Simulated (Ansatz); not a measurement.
Born–Oppenheimer molecular dynamics of a periodic cell of 16 atoms, Li (start crystal Li, start structure bcc, volume 1.15 times the crystal's). It goes on from the last frame of an earlier run, with new velocities.

The calculation used DFT PBE, scalar-relativistic, plane waves, PAW (Ansatz). Settings: accuracy low, cutoff 420 eV, k mesh 2x2x2, fermi-dirac smearing 0.16 eV, no spin polarisation.

```
ensemble        : NPT, Langevin
time step       : 1 fs
steps asked     : 270
set temperature : 1260 K
friction        : 0.01 /fs
pressure        : 0 GPa
seed            : 624614
```

First frame:

```xyz
16
Lattice="7.3129 0.0000 0.0000 0.0000 7.3129 0.0000 0.0000 0.0000 7.3129" Properties=species:S:1:pos:R:3
Li 0.478 0.112 0.158
Li 4.921 -0.109 0.308
Li -0.192 3.608 -1.489
Li 0.280 0.473 2.765
Li 2.267 1.553 0.944
Li 3.699 3.324 -0.644
Li 3.554 -0.625 2.397
Li 6.623 2.380 0.313
Li 1.137 3.313 2.972
Li 1.051 5.182 2.392
Li 2.193 0.701 5.055
Li 4.577 2.310 2.546
Li 6.175 5.283 1.303
Li 5.479 1.607 5.006
Li 1.274 5.709 5.234
Li 3.947 5.233 4.352
```

(1) What does the run give?

(2) What happens to the structure?

(3) How do temperature and energy run in time?

Results:

(1) The run went to its last step.

```yaml
steps_done: 270
time_covered: 270 fs
mean_temperature_over_the_second_half: 1480 K
spread_of_the_potential_energy_over_the_second_half: 15.7 meV per atom
mean_potential_energy_of_the_second_half_above_the_start: -47.6 meV per atom
mean_pressure_over_the_second_half: -0.3 GPa
```

The conserved energy stayed within 0.07 meV per atom of its start (net change -0.011 meV per atom), so the integration is sound. The mean temperature of the second half is 17 % above the set value. A run of 0.27 ps of so small a system gives no equilibrium averages. Limits of this set-up: coarse k mesh, low accuracy level. The cell's volume went from 391 to 446 Å³.

(2) Mean squared displacements from the first frame to the last, about the centre of mass, the cell's change included: Li 4.77 Å². Another seed would give other details.

(3) 
| time (fs) | T (K) | potential energy less start (eV) | conserved less start (meV/atom) | P (GPa) | volume (Å³) |
| --- | --- | --- | --- | --- | --- |
| 0.0 | 1181 | 0.000 | 0.00 | 0.8 | 391.1 |
| 13.0 | 1358 | -0.333 | -0.01 | 0.7 | 393.2 |
| 26.0 | 1697 | -0.972 | -0.06 | 0.5 | 399.7 |
| 39.0 | 1637 | -1.093 | -0.04 | 0.3 | 405.9 |
| 52.0 | 1436 | -0.694 | -0.04 | 0.4 | 410.6 |
| 65.0 | 1000 | -0.070 | 0.00 | 0.4 | 414.8 |
| 78.0 | 1071 | -0.156 | -0.05 | 0.5 | 413.4 |
| 91.0 | 1044 | -0.324 | 0.00 | 0.4 | 407.3 |
| 104.0 | 1203 | -0.689 | -0.03 | 0.4 | 400.7 |
| 117.0 | 1090 | -0.415 | -0.04 | 0.3 | 401.4 |
| 130.0 | 1061 | -0.270 | -0.01 | 0.4 | 404.6 |
| 143.0 | 1472 | -0.755 | -0.03 | 0.2 | 409.4 |
| 156.0 | 1897 | -1.121 | -0.02 | 0.1 | 410.0 |
| 169.0 | 1773 | -1.085 | -0.02 | 0.0 | 411.3 |
| 182.0 | 1964 | -0.844 | 0.00 | 0.2 | 415.9 |
| 195.0 | 1634 | -0.944 | -0.01 | -0.3 | 425.7 |
| 208.0 | 1704 | -0.927 | -0.03 | -0.5 | 438.1 |
| 221.0 | 1423 | -0.637 | -0.01 | -0.7 | 448.3 |
| 234.0 | 1184 | -0.433 | 0.00 | -0.7 | 452.1 |
| 247.0 | 1006 | -0.356 | 0.00 | -0.6 | 451.8 |
| 260.0 | 987 | -0.566 | -0.01 | -0.6 | 447.2 |

Run time: 19 min on 1 thread of Intel(R) Xeon(R) Platinum 8488C (Sapphire Rapids), with other jobs on the host, peak memory 0.69 GiB.
